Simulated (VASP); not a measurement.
**AlN(110): relaxation, ionisation energy and affinity**

Aim: ionisation energy and electron affinity of AlN(110), from a slab and a bulk run lined up through core potentials. The cell is generated by rule, not measured, and may not be a known phase.

Method: PBEsol; plane waves and PAW (Al, N), in the first sound run; inputs show where later runs differ, in VASP 6.6.1.

The structure was built from a prototype and need not be the compound's stable phase.

## 1. Set-up

Symmetry: F-43m, No. 216, cubic system. The conventional cell has a = 4.380 Å, b = 4.380 Å, c = 4.380 Å, α = 90.00°, β = 90.00°, γ = 90.00°. Nearest to Al lie 4 N at 1.90 Å. Nearest to N lie 4 Al at 1.90 Å. Farther neighbours and most contacts between anions are not listed.

Coordinates:

```cif
data_structure
_symmetry_space_group_name_H-M 'P 1'
_symmetry_Int_Tables_number 1
_cell_length_a 3.0971
_cell_length_b 3.0971
_cell_length_c 3.0971
_cell_angle_alpha 60.000
_cell_angle_beta 60.000
_cell_angle_gamma 60.000
_cell_volume 21.01
loop_
_atom_site_label
_atom_site_type_symbol
_atom_site_fract_x
_atom_site_fract_y
_atom_site_fract_z
_atom_site_occupancy
Al1 Al 0.00000 0.00000 0.00000 1
N2 N 0.25000 0.25000 0.25000 1
```

## 2. Relaxing the bulk crystal

The later steps need the crystal at this functional's own lattice; a raised cutoff keeps the stress reliable while the cell changes.

Input file INCAR:

```
SYSTEM = AlN
PREC = Accurate
ENCUT = 520
EDIFF = 1E-06
NELM = 120
ISMEAR = 0
SIGMA = 0.03
LREAL = .FALSE.
ALGO = Normal
GGA = PS
NBANDS = 10
LORBIT = 11
LWAVE = .FALSE.
LCHARG = .FALSE.
KPAR = 4
IBRION = 2
NSW = 40
ISIF = 3
EDIFFG = -0.02
POTIM = 0.4
```

Input file POSCAR:

```
AlN
1.0
    0.0000000000      2.1900000000      2.1900000000
    2.1900000000      0.0000000000      2.1900000000
    2.1900000000      2.1900000000      0.0000000000
Al N
1 1
Direct
    0.0000000000      0.0000000000      0.0000000000
    0.2500000000      0.2500000000      0.2500000000
```

Input file KPOINTS:

```
Automatic mesh
0
Gamma
7 7 7
0 0 0
```

The projector-augmented-wave data sets are Al and N (PBE family, release 64).

Started as:

```
$ mpirun -np 4 vasp_std
```

The log of the run:

```text
[banner, memory and clock lines left out]
running    4 mpi-ranks, on    1 nodes
 distrk:  each k-point on    1 cores,    4 groups
 distr:  one band on    1 cores,    1 groups

 POSCAR found type information on POSCAR AlN
 POSCAR found :  2 types and       2 ions
|                                                                             |
|               ----> ADVICE to this user running VASP <----                  |
|                                                                             |
|     You enforced a specific xc type in the INCAR file but a different       |
|     [... a line on the potential file left out ...]
|     I HOPE YOU KNOW WHAT YOU ARE DOING!                                     |
|                                                                             |

 LDA part: xc-table for (Slater+PW92), standard interpolation
 POSCAR, INCAR and KPOINTS ok, starting setup
 FFT: planning ... GRIDC
 FFT: planning ... GRID_SOFT
 FFT: planning ... GRID
 WAVECAR not read
 entering main loop
       N       E                     dE             d eps       ncg     rms          rms(c)
DAV:   1     0.987671814029E+01    0.98767E+01   -0.39531E+03   416   0.663E+02
DAV:   2    -0.169577819151E+02   -0.26835E+02   -0.25924E+02   500   0.144E+02
DAV:   3    -0.178226078128E+02   -0.86483E+00   -0.86360E+00   482   0.250E+01
DAV:   4    -0.178277147754E+02   -0.51070E-02   -0.51066E-02   464   0.200E+00
DAV:   5    -0.178277804653E+02   -0.65690E-04   -0.65690E-04   460   0.214E-01    0.825E+00
DAV:   6    -0.156537520527E+02    0.21740E+01   -0.11275E+01   446   0.179E+01    0.288E+00
DAV:   7    -0.156290453854E+02    0.24707E-01   -0.12788E-01   430   0.303E+00    0.199E+00
DAV:   8    -0.156116314909E+02    0.17414E-01   -0.24425E-02   422   0.161E+00    0.496E-01
DAV:   9    -0.156108189440E+02    0.81255E-03   -0.22760E-03   460   0.315E-01    0.221E-01
DAV:  10    -0.156108440856E+02   -0.25142E-04   -0.20641E-04   444   0.102E-01    0.214E-02
DAV:  11    -0.156108444262E+02   -0.34062E-06   -0.11099E-06   450   0.105E-02
   1 F= -.15610844E+02 E0= -.15610844E+02  d E =-.156108E+02
 curvature:   0.00 expect dE= 0.000E+00 dE for cont linesearch  0.000E+00
 trial: gam= 0.00000 g(F)=  0.246E-47 g(S)=  0.125E-03 ort = 0.000E+00 (trialstep = 0.100E+01)
 search vector abs. value=  0.125E-03
 bond charge predicted
       N       E                     dE             d eps       ncg     rms          rms(c)
DAV:   1    -0.156110396912E+02   -0.19561E-03   -0.40166E-03   410   0.482E-01    0.898E-02
DAV:   2    -0.156108730221E+02    0.16667E-03   -0.90359E-04   416   0.173E-01    0.214E-02
DAV:   3    -0.156108714649E+02    0.15572E-05   -0.16642E-05   410   0.367E-02    0.696E-03
DAV:   4    -0.156108705067E+02    0.95822E-06   -0.56923E-07   214   0.528E-03
   2 F= -.15610871E+02 E0= -.15610871E+02  d E =-.260805E-04
 trial-energy change:   -0.000026  1 .order   -0.000029   -0.000125    0.000068
 step:   0.6485(harm=  0.6485)  dis= 0.00000  next Energy=   -15.610885 (dE=-0.406E-04)
 reached required accuracy - stopping structural energy minimisation
```

Elapsed: 1.6 s, on 4 MPI ranks of Intel Xeon 6975P-C (Granite Rapids), shared host; peak memory 0.47 GiB; 4.3 s of CPU time.

The logs omit lines about the potential files and the build; timing stands in the text.

Parts of OUTCAR (step 2):

```text
ion  position               nearest neighbor table
   1  0.000  0.000  0.000-   2 1.90   2 1.90   2 1.90   2 1.90
   2  0.250  0.250  0.250-   1 1.90   1 1.90   1 1.90   1 1.90

  LATTYP: Found a face centered cubic cell.
 ALAT       =     4.3800000000

 Subroutine GETGRP returns: Found 24 space group operations
 (whereof 24 operations were pure point group operations)

The static configuration has the point symmetry T_d .

 Found     20 irreducible k-points:

   k-points           NKPTS =     20   k-points in BZ     NKDIM =     20   number of bands    NBANDS=     10

   dimension x,y,z NGX =    24 NGY =   24 NGZ =   24
   dimension x,y,z NGXF=    48 NGYF=   48 NGZF=   48

   ENCUT  =  520.0 eV  38.22 Ry    6.18 a.u.   5.76  5.76  5.76*2*pi/ulx,y,z

   NELECT =       8.0000    total number of electrons

 k-points in reciprocal lattice and weights: Automatic mesh
   0.00000000  0.00000000  0.00000000       0.003
   0.14285714  0.00000000  0.00000000       0.023
   0.28571429  0.00000000  0.00000000       0.023
   0.42857143  0.00000000  0.00000000       0.023
   0.14285714  0.14285714  0.00000000       0.017
   0.28571429  0.14285714  0.00000000       0.070
   0.42857143  0.14285714  0.00000000       0.070
  -0.42857143  0.14285714  0.00000000       0.070
  -0.28571429  0.14285714  0.00000000       0.070
[...]
-0.42857143  0.42857143  0.14285714       0.070
  -0.28571429  0.42857143  0.14285714       0.070

 average (electrostatic) potential at core
       1 -71.3964       2 -60.0598

 E-fermi :   6.0474

 k-point     1 :       0.0000    0.0000    0.0000
  band No.  band energies     occupation
      1      -9.0994      2.00000
      2       5.8266      2.00000
      3       5.8266      2.00000
      4       5.8266      2.00000
      5       9.9105      0.00000
      6      18.2406      0.00000
      7      18.2406      0.00000
      8      18.2406      0.00000
      9      23.3693      0.00000
    ...

 k-point     2 :       0.1429    0.0000    0.0000
  band No.  band energies     occupation
      1      -8.8031      2.00000
      2       4.3520      2.00000
      3       5.7257      2.00000
      4       5.7257      2.00000
      5      11.0633      0.00000
      6      17.5226      0.00000
      7      18.4243      0.00000
      8      18.4243      0.00000
      9      21.6659      0.00000
    ...

 k-point     3 :       0.2857    0.0000    0.0000
  band No.  band energies     occupation
      1      -8.0167      2.00000
      2       1.9649      2.00000
      3       5.5174      2.00000
      4       5.5174      2.00000
      5      12.4343      0.00000
      6      16.3903      0.00000
      7      17.7468      0.00000
      8      17.7468      0.00000
      9      22.3999      0.00000
    ...

  Total        0.0252190      0.0252190      0.0252190      0.0000000      0.0000000     -0.0000000
  in kB        1.9286222      1.9286222      1.9286222      0.0000000      0.0000000     -0.0000000
  external PRESSURE =       1.9286222 kB  Pullay stress =       0.0000000 kB

  energy-cutoff  :      520.00
  volume of cell :       20.95
      direct lattice vectors                 reciprocal lattice vectors
    -0.000000000  2.188033886  2.188033886    -0.228515657  0.228515657  0.228515657
     2.188033886  0.000000000  2.188033886     0.228515657 -0.228515657  0.228515657
     2.188033886  2.188033886  0.000000000     0.228515657  0.228515657 -0.228515657

 POSITION                                       TOTAL-FORCE (eV/Angst)
 -----------------------------------------------------------------------------------
      4.37607      4.37607      4.37607        -0.000000     -0.000000     -0.000000
      1.09402      1.09402      1.09402         0.000000      0.000000      0.000000
 -----------------------------------------------------------------------------------
    total drift:                                0.000000      0.000000      0.000000

  FREE ENERGIE OF THE ION-ELECTRON SYSTEM (eV)
  ---------------------------------------------------
  free  energy   TOTEN  =       -15.6108705067 eV

  energy  without entropy=      -15.6108705067  energy(sigma->0) =      -15.61087051

 reached required accuracy - stopping structural energy minimisation

 total charge
# of ion       s       p       d       tot
------------------------------------------
    1        0.370   0.445   0.000   0.815
    2        1.218   2.621   0.000   3.839
--------------------------------------------------
tot          1.587   3.067   0.000   4.654

[... 3 further parts left out ...]
```

CONTCAR:

```
AlN
   1.00000000000000
    -0.0000000000000000    2.1880338856867598    2.1880338856867598
     2.1880338856867598    0.0000000000000000    2.1880338856867598
     2.1880338856867598    2.1880338856867598    0.0000000000000000
  Al              N
     1     1
Direct
     1.0000000000000000    1.0000000000000000    1.0000000000000000
     0.2500000000000000    0.2500000000000000    0.2500000000000000
```

The PAW data sets were made with PBE, which is usual practice but a small mismatch for other functionals. The run keeps the 24 symmetry operations of its start, so it cannot find a distortion of lower symmetry.

Little changed from the start: no atom moved by 0.005 Å and no cell edge by 0.1 %.

Numbers from this step:

* electronic cycles: 15
* electrons: 8
* free energy (TOTEN): -15.61 eV
* Fermi energy: 6.047 eV

The run ended after 2 ionic steps, 0.000 eV below its first step, once forces and stress met EDIFFG = -0.02.

## 3. Band edges of the bulk

A static bulk run at the slab's cutoff gives the band edges and the core potentials that tie them to the slab.

Input file INCAR:

```
SYSTEM = AlN
PREC = Normal
ENCUT = 440
EDIFF = 1E-06
NELM = 120
ISMEAR = 0
SIGMA = 0.03
LREAL = .FALSE.
ALGO = Normal
GGA = PS
NBANDS = 10
LORBIT = 11
LWAVE = .FALSE.
LCHARG = .FALSE.
KPAR = 4
```

Input file POSCAR:

```
AlN
1.0
    0.0000000000      2.1880338857      2.1880338857
    2.1880338857      0.0000000000      2.1880338857
    2.1880338857      2.1880338857      0.0000000000
Al N
1 1
Direct
    0.0000000000      0.0000000000      0.0000000000
    0.2500000000      0.2500000000      0.2500000000
```

Input file KPOINTS:

```
Automatic mesh
0
Gamma
17 17 17
0 0 0
```

Started as:

```
$ mpirun -np 4 vasp_std
```

The log of the run:

```text
[banner, memory and clock lines left out]
running    4 mpi-ranks, on    1 nodes
 distrk:  each k-point on    1 cores,    4 groups
 distr:  one band on    1 cores,    1 groups

 POSCAR found type information on POSCAR AlN
 POSCAR found :  2 types and       2 ions
 [... a notice as in an earlier step ...]

 LDA part: xc-table for (Slater+PW92), standard interpolation
 POSCAR, INCAR and KPOINTS ok, starting setup
 FFT: planning ... GRIDC
 FFT: planning ... GRID_SOFT
 FFT: planning ... GRID
 WAVECAR not read
 entering main loop
       N       E                     dE             d eps       ncg     rms          rms(c)
DAV:   1     0.502334337955E+01    0.50233E+01   -0.35912E+03  3588   0.569E+02
DAV:   2    -0.172060463877E+02   -0.22229E+02   -0.21394E+02  3968   0.123E+02
DAV:   3    -0.178282121567E+02   -0.62217E+00   -0.62156E+00  3912   0.195E+01
DAV:   4    -0.178310853804E+02   -0.28732E-02   -0.28731E-02  3716   0.148E+00
DAV:   5    -0.178311174814E+02   -0.32101E-04   -0.32101E-04  3770   0.152E-01    0.825E+00
DAV:   6    -0.156586770567E+02    0.21724E+01   -0.11246E+01  3522   0.174E+01    0.293E+00
DAV:   7    -0.156329109969E+02    0.25766E-01   -0.11560E-01  3582   0.293E+00    0.203E+00
DAV:   8    -0.156155720840E+02    0.17339E-01   -0.22653E-02  3484   0.151E+00    0.488E-01
DAV:   9    -0.156149042815E+02    0.66780E-03   -0.18298E-03  3740   0.273E-01    0.225E-01
DAV:  10    -0.156149323943E+02   -0.28113E-04   -0.17143E-04  3594   0.934E-02    0.274E-02
DAV:  11    -0.156149320012E+02    0.39303E-06   -0.88499E-07  3580   0.889E-03
   1 F= -.15614932E+02 E0= -.15614932E+02  d E =-.107917E-24
```

It took 1.8 s on 4 MPI ranks; peak memory 0.46 GiB.

From OUTCAR (step 3):

```text
  LATTYP: Found a face centered cubic cell.
 ALAT       =     4.3760677714

The static configuration has the point symmetry T_d .

 Found    165 irreducible k-points:

   k-points           NKPTS =    165   k-points in BZ     NKDIM =    165   number of bands    NBANDS=     10

   dimension x,y,z NGX =    16 NGY =   16 NGZ =   16
   dimension x,y,z NGXF=    32 NGYF=   32 NGZF=   32

   ENCUT  =  440.0 eV  32.34 Ry    5.69 a.u.   5.29  5.29  5.29*2*pi/ulx,y,z

   NELECT =       8.0000    total number of electrons

 E-fermi :   6.0331

 k-point     1 :       0.0000    0.0000    0.0000
  band No.  band energies     occupation
      1      -9.1010      2.00000
      2       5.8253      2.00000
      3       5.8259      2.00000
      4       5.8259      2.00000
      5       9.9097      0.00000
      6      18.2411      0.00000
      7      18.2411      0.00000
      8      18.2411      0.00000
      9      23.3709      0.00000
    ...

 k-point     2 :       0.0588    0.0000    0.0000
  band No.  band energies     occupation
      1      -9.0496      2.00000
      2       5.5115      2.00000
      3       5.8082      2.00000
      4       5.8087      2.00000
      5      10.1734      0.00000
      6      18.0961      0.00000
      7      18.2965      0.00000
      8      18.2965      0.00000
      9      22.6944      0.00000
    ...

  Total       -0.1152636     -0.1152636     -0.1152636      0.0000000      0.0000000      0.0000000
  in kB       -8.8147593     -8.8147593     -8.8147593      0.0000000      0.0000000      0.0000000
  external PRESSURE =      -8.8147593 kB  Pullay stress =       0.0000000 kB

  energy-cutoff  :      440.00
  volume of cell :       20.95
      direct lattice vectors                 reciprocal lattice vectors
     0.000000000  2.188033886  2.188033886    -0.228515657  0.228515657  0.228515657
     2.188033886  0.000000000  2.188033886     0.228515657 -0.228515657  0.228515657
     2.188033886  2.188033886  0.000000000     0.228515657  0.228515657 -0.228515657

 POSITION                                       TOTAL-FORCE (eV/Angst)
 -----------------------------------------------------------------------------------
      0.00000      0.00000      0.00000         0.000000      0.000000      0.000000
      1.09402      1.09402      1.09402        -0.000000     -0.000000     -0.000000
 -----------------------------------------------------------------------------------
    total drift:                               -0.000007     -0.000007     -0.000008

  FREE ENERGIE OF THE ION-ELECTRON SYSTEM (eV)
  ---------------------------------------------------
  free  energy   TOTEN  =       -15.6149320012 eV

  energy  without entropy=      -15.6149320012  energy(sigma->0) =      -15.61493200

 total charge
# of ion       s       p       d       tot
------------------------------------------
    1        0.370   0.445   0.000   0.815
    2        1.225   2.602   0.000   3.826
--------------------------------------------------
tot          1.595   3.047   0.000   4.642

[... 1 part as in an earlier step ...]

[... 7 further parts left out ...]
```

The gap is read on the k-mesh alone, so it is an upper bound where the band edges lie off the mesh.

This step gave:

```
electronic cycles              : 11
Fermi energy                   : 6.033 eV
metallic                       : no
gap on the k-mesh              : 3.237 eV
least direct gap on the k-mesh : 4.084 eV
```

[end of part 1 of 3]

[Lines on the potential files, build, host, timing and source positions are cut from VASP's logs without a mark.]

[Logs are printed without paths, hosts, clocks, repeated set-up lines and the standing remarks that a program may print on its own settings, such as how far it seeks lower states.]

[Hosts, paths, dates, database ids (printed as entryN), source tags and the programs' standing remarks are cut or masked in the printed files.]

[Runs that stopped without an error message from VASP are left out.]
